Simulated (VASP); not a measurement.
# MgS: an input that fails (parallel tempering)

MgS, Fm-3m (no. 225), 8 atoms in the cell.

01/INCAR:
```
GGA = PE
PREC = Normal
ENCUT = 260
EDIFF = 1e-05
NELMIN = 4
NELM = 60
ALGO = Normal
LREAL = Auto
LASPH = .TRUE.
ISMEAR = 0
SIGMA = 0.05
ISYM = 0
LWAVE = .FALSE.
LCHARG = .FALSE.
IBRION = 0
NSW = 200
POTIM = 2.0
ISIF = 2
RANDOM_SEED = 948417 0 0
MDALGO = 3
LANGEVIN_GAMMA = 20 20
IMAGES = 3
LTEMPER = .TRUE.
NTEMPER = 5
TEBEG = 800
TEEND = 800
```

02/INCAR:
```
GGA = PE
PREC = Normal
ENCUT = 260
EDIFF = 1e-05
NELMIN = 4
NELM = 60
ALGO = Normal
LREAL = Auto
LASPH = .TRUE.
ISMEAR = 0
SIGMA = 0.05
ISYM = 0
LWAVE = .FALSE.
LCHARG = .FALSE.
IBRION = 0
NSW = 200
POTIM = 2.0
ISIF = 2
RANDOM_SEED = 948418 0 0
MDALGO = 3
LANGEVIN_GAMMA = 20 20
IMAGES = 3
LTEMPER = .TRUE.
NTEMPER = 5
TEBEG = 1600
TEEND = 1600
```

03/INCAR:
```
GGA = PE
PREC = Normal
ENCUT = 260
EDIFF = 1e-05
NELMIN = 4
NELM = 60
ALGO = Normal
LREAL = Auto
LASPH = .TRUE.
ISMEAR = 0
SIGMA = 0.05
ISYM = 0
LWAVE = .FALSE.
LCHARG = .FALSE.
IBRION = 0
NSW = 200
POTIM = 2.0
ISIF = 2
RANDOM_SEED = 948419 0 0
MDALGO = 3
LANGEVIN_GAMMA = 20 20
IMAGES = 3
LTEMPER = .TRUE.
NTEMPER = 5
TEBEG = 2400
TEEND = 2400
```

INCAR:
```
ALGO = Normal ; EDIFF = 1E-5
ENCUT = 260 ; GGA = PE
IBRION = 0 ; IMAGES = 3
ISIF = 2 ; ISMEAR = 0
ISYM = 0 ; LANGEVIN_GAMMA = 20 20
LASPH = True ; LCHARG = False
LREAL = Auto ; LTEMPER = True
LWAVE = False ; MDALGO = 3
NELM = 60 ; NELMIN = 4
NSW = 200 ; NTEMPER = 5
POTIM = 2.0 ; PREC = Normal
RANDOM_SEED = 948417 0 0 ; SIGMA = 0.05
TEBEG = 800 ; TEEND = 800
```

KPOINTS:
```
k-points
0
Monkhorst-Pack
  2 2 2
```

01/POSCAR:
```
MgS
1.0
    5.2033000000      0.0000000000      0.0000000000
    0.0000000000      5.2033000000      0.0000000000
    0.0000000000      0.0000000000      5.2033000000
S Mg
4 4
Direct
    0.5000000000      0.0000000000      0.0000000000
    0.5000000000      0.5000000000      0.5000000000
    0.0000000000      0.0000000000      0.5000000000
    0.0000000000      0.5000000000      0.0000000000
    0.0000000000      0.0000000000      0.0000000000
    0.0000000000      0.5000000000      0.5000000000
    0.5000000000      0.0000000000      0.5000000000
    0.5000000000      0.5000000000      0.0000000000
```

02/POSCAR:
```
MgS
1.0
    5.2033000000      0.0000000000      0.0000000000
    0.0000000000      5.2033000000      0.0000000000
    0.0000000000      0.0000000000      5.2033000000
S Mg
4 4
Direct
    0.5000000000      0.0000000000      0.0000000000
    0.5000000000      0.5000000000      0.5000000000
    0.0000000000      0.0000000000      0.5000000000
    0.0000000000      0.5000000000      0.0000000000
    0.0000000000      0.0000000000      0.0000000000
    0.0000000000      0.5000000000      0.5000000000
    0.5000000000      0.0000000000      0.5000000000
    0.5000000000      0.5000000000      0.0000000000
```

03/POSCAR:
```
MgS
1.0
    5.2033000000      0.0000000000      0.0000000000
    0.0000000000      5.2033000000      0.0000000000
    0.0000000000      0.0000000000      5.2033000000
S Mg
4 4
Direct
    0.5000000000      0.0000000000      0.0000000000
    0.5000000000      0.5000000000      0.5000000000
    0.0000000000      0.0000000000      0.5000000000
    0.0000000000      0.5000000000      0.0000000000
    0.0000000000      0.0000000000      0.0000000000
    0.0000000000      0.5000000000      0.5000000000
    0.5000000000      0.0000000000      0.5000000000
    0.5000000000      0.5000000000      0.0000000000
```

Commands:
```
cat potpaw_PBE.64/S/POTCAR potpaw_PBE.64/Mg/POTCAR > POTCAR
mpirun -np 4 vasp_std > vasp.out
```

VASP stops with:
```
M_divide: can not subdivide            4 nodes by           3
```

Cause: ranks not divisible by the images.
